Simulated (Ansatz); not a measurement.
# Al under changes of volume

One of the cells (16.603 Å³/atom); the others are scaled copies at fixed shape and fractional positions:

```
CELL_PARAMETERS angstrom
0.00000 2.02481 2.02481
2.02481 0.00000 2.02481
2.02481 2.02481 0.00000
ATOMIC_POSITIONS crystal
Al 0.00000 0.00000 0.00000
```

| Property | Result |
| --- | --- |
| Program | Ansatz 0.2.0 |
| Functional | SVWN5 |
| Potentials or basis | Ansatz PAW |
| Cutoff | 420 eV (not typed: the program's choice for these potentials) |
| k mesh | 11 × 11 × 11 |
| Occupations | fermi-dirac, width 0.05 eV |
| Spin | no spin polarisation |

```csv
volume (Å³/atom),energy over the lowest point (meV/atom),pressure (GPa)
15.607,0.45,1.2
15.939,0.00,-0.7
16.271,3.10,-2.3
16.603,9.38,-3.7
16.935,18.50,-5.0
17.267,?,?
17.599,43.98,-7.2
```

**Question.** What does the run at 17.267 Å³/atom give?

**Answer.** Energy over the lowest point 30.12 meV/atom; pressure -6.2 GPa.

Worked out: A Birch-Murnaghan fit of order 3 (a polynomial in V^(-2/3)) to the other rows has its minimum at 15.81 Å³/atom with B0 = V·E''(V) = 86 GPa and B' = 4.6. It gives 30.12 meV/atom at 17.267 Å³/atom, against the run's 30.12, and -dE/dV = -6.2 GPa, against -6.2.

Energies are extrapolated to zero smearing.

Caveats: the PAW data sets come from PBE, with cores solved anew for the run's functional, which leaves a small shift of forces and pressure.
